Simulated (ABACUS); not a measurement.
# KCl (Sylvite) (Fm-3m) in ABACUS: a series of runs, part 2 of 2

ABACUS 3.10.1.

### Step 4. Relaxation of cell and atoms, BLYP

The input, run_abacus.py:

```python
"""Relaxation by an ASE optimiser with ABACUS as a small file-based calculator."""
import re
import subprocess
import numpy as np
from ase.calculators.calculator import Calculator, all_changes
from ase.filters import FrechetCellFilter
from ase.io import read
from ase.optimize import BFGSLineSearch
from ase.stress import full_3x3_to_voigt_6_stress
from ase.units import Bohr, GPa

atoms = read("KCl.xyz")
atoms = atoms[(-atoms.numbers).argsort(kind="stable")]  # ABACUS lists atoms element by element
pseudo = {'K': 'K.upf', 'Cl': 'Cl.upf'}
orbital = {}
magmoms = None
kmesh = [6, 6, 6]
params = {
    'suffix': 'KCl',
    'calculation': 'scf',
    'basis_type': 'pw',
    'pseudo_dir': './',
    'symmetry': 1,
    'dft_functional': 'GGA_X_B88+GGA_C_LYP',
    'ecutwfc': 74,
    'pseudo_rcut': 10,
    'nspin': 1,
    'nbands': 12,
    'ks_solver': 'dav',
    'smearing_method': 'fd',
    'smearing_sigma': 0.00367493,
    'scf_thr': 1e-08,
    'scf_nmax': 100,
    'mixing_type': 'broyden',
    'mixing_beta': 0.7,
    'cal_force': 1,
    'cal_stress': 1,
    'kpar': 4,
}

def write_input(atoms):
    symbols = atoms.get_chemical_symbols()
    elements = list(dict.fromkeys(symbols))
    lines = ["ATOMIC_SPECIES"] + [f"{e} {atoms.get_masses()[symbols.index(e)]:.4f} {pseudo[e]}" for e in elements]
    if orbital:
        lines += ["", "NUMERICAL_ORBITAL"] + [orbital[e] for e in elements]
    lines += ["", "LATTICE_CONSTANT", f"{1 / Bohr:.10f}", "", "LATTICE_VECTORS"]
    lines += [" ".join(f"{x:.10f}" for x in v) for v in atoms.cell]
    lines += ["", "ATOMIC_POSITIONS", "Direct"]
    for e in elements:
        lines += ["", e, "0.0", str(symbols.count(e))]
        for i, p in enumerate(atoms.get_scaled_positions(wrap=False)):
            if symbols[i] == e:
                mag = "" if magmoms is None else " mag " + " ".join(str(x) for x in (magmoms[i] if isinstance(magmoms[i], list) else [magmoms[i]]))
                lines.append(" ".join(f"{x:.10f}" for x in p) + " 1 1 1" + mag)
    open("STRU", "w").write("\n".join(lines) + "\n")
    open("KPT", "w").write("K_POINTS\n0\nGamma\n%d %d %d 0 0 0\n" % tuple(kmesh))
    open("INPUT", "w").write("INPUT_PARAMETERS\n" + "".join(f"{k:<20s}{v}\n" for k, v in params.items()))

class Abacus(Calculator):
    implemented_properties = ["energy", "free_energy", "forces", "stress"]

    def calculate(self, atoms=None, properties=("energy",), system_changes=all_changes):
        super().calculate(atoms, properties, system_changes)
        write_input(self.atoms)
        subprocess.run(['mpirun', '-np', '4', 'abacus'], check=True)
        log = open("OUT.KCl/running_scf.log").read()
        if "charge density convergence is achieved" not in log:
            raise RuntimeError("SCF not converged")
        rows = lambda title, n: np.array([l.split()[-3:] for l in log.split(title)[-1].split("\n")[2:2 + n]], float)
        energy = float(re.findall(r"FINAL_ETOT_IS (\S+)", log)[-1])
        stress = -rows("TOTAL-STRESS", 3) / 10 * GPa  # ABACUS prints kbar, compression positive
        self.results = dict(energy=energy, free_energy=energy, forces=rows("TOTAL-FORCE", len(self.atoms)), stress=full_3x3_to_voigt_6_stress(stress))

atoms.calc = Abacus()
opt = BFGSLineSearch(FrechetCellFilter(atoms), logfile="opt.log", trajectory="relax.traj")
print("optimiser converged:", opt.run(fmax=0.01, steps=60))
```

The input, KCl.xyz:

```xyz
2
Lattice="0.0000000000 3.1464700000 3.1464700000 3.1464700000 0.0000000000 3.1464700000 3.1464700000 3.1464700000 0.0000000000" Properties=species:S:1:pos:R:3 pbc="T T T"
K      0.0000000000      0.0000000000      0.0000000000
Cl     3.1464700000      3.1464700000      3.1464700000
```

On the command line:

```
> OMP_NUM_THREADS=1 python run_abacus.py > log
```

Wall time 15 s (4 MPI ranks of Intel Xeon 6975P-C (Granite Rapids), shared host); peak memory 0.4 GiB.

The run converged. Its results:

| Quantity | Value |
| --- | --- |
| Free energy | -1266.1538 eV |
| Relaxed volume | 33.92 Å³/atom |
| Relaxed cell | a = 4.578 Å, b = 4.578 Å, c = 4.578 Å, α = 60.00°, β = 60.00°, γ = 60.00° |
| Space group after relaxing (to 0.05 Å) | Fm-3m (No. 225) |
| Energy gained by relaxing | 12.4 meV/atom |
| Ionic steps | 4 |
| Pressure after relaxing | 0.0 GPa |
| Band gap on the k mesh | 4.88 eV, direct |

Step by step:
```csv
step,energy change (eV),largest force (eV/Å),pressure (GPa),volume (Å³)
1,0.0000,0.0000,1.56,62.30
2,-0.0196,0.0000,0.65,65.20
3,-0.0248,0.0000,0.07,67.55
4,-0.0248,0.0000,0.00,67.84
```

Final structure:
```cif
data_structure
_symmetry_space_group_name_H-M 'P 1'
_symmetry_Int_Tables_number 1
_cell_length_a 4.5779
_cell_length_b 4.5779
_cell_length_c 4.5779
_cell_angle_alpha 60.000
_cell_angle_beta 60.000
_cell_angle_gamma 60.000
_cell_volume 67.84
loop_
_atom_site_label
_atom_site_type_symbol
_atom_site_fract_x
_atom_site_fract_y
_atom_site_fract_z
_atom_site_occupancy
K1 K 0.00000 0.00000 0.00000 1
Cl1 Cl 0.50000 0.50000 0.50000 1
```

Levels at points of the mesh, in eV from the valence-band top:
```
           k point  band 4  band 5  band 6  band 7  band 8  band 9  band 10  band 11
(0.00, 0.00, 0.00)  -10.90  -10.90    0.00    0.00    0.00    4.88     8.22     8.22
(0.50, 0.50, 0.50)  -10.91  -10.70   -0.92   -0.27   -0.27    7.36     8.25    10.11
(0.50, 0.50, 0.00)  -10.94  -10.94   -0.59   -0.21   -0.21    6.56     7.85     9.65
```

Caveat: the potentials were made for another functional, which shifts forces and pressure.

### Step 5. Summary

```csv
task,level,potentials or basis,cell,cutoff (eV),optimiser,force threshold,max steps,cell moves,gap on the mesh (eV),pressure (GPa)
single point,rPW86PBE,"GBRV ultrasoft 1.5 PBE, plane waves",as given,544,-,-,-,-,5.04,0.0
single point,BLYP,"PseudoDojo NC SR 0.5 PBE stringent, plane waves",as given,1007,-,-,-,-,5.17,1.6
relaxation of cell and atoms,BLYP,"PseudoDojo NC SR 0.5 PBE stringent, plane waves",relaxed,1007,ASE BFGSLineSearch,0.01 eV/Å,60,yes,4.88,0.0
```

Alike in all rows: no spin polarisation; k mesh 6 × 6 × 6; smearing fermi-dirac 0.05 eV.

Caveats: the potentials were made for another functional, which shifts forces and pressure.

Total energies depend on the potentials used, so only differences within one code and one set of settings carry meaning.

### Step 6. Against experiment

Step 2. Measured gap of KCl: 8.68 eV (a printed reference work, monograph). This calculation gives 5.04 eV (-3.64 eV). The value is that of rPW86PBE, without temperature or zero-point motion.

Step 3. A measured gap of KCl is 8.68 eV (a printed reference work, monograph); the calculated 5.17 eV misses it by -3.51 eV. The value is that of BLYP, without temperature or zero-point motion. Semilocal functionals fall short of measured gaps as a rule.
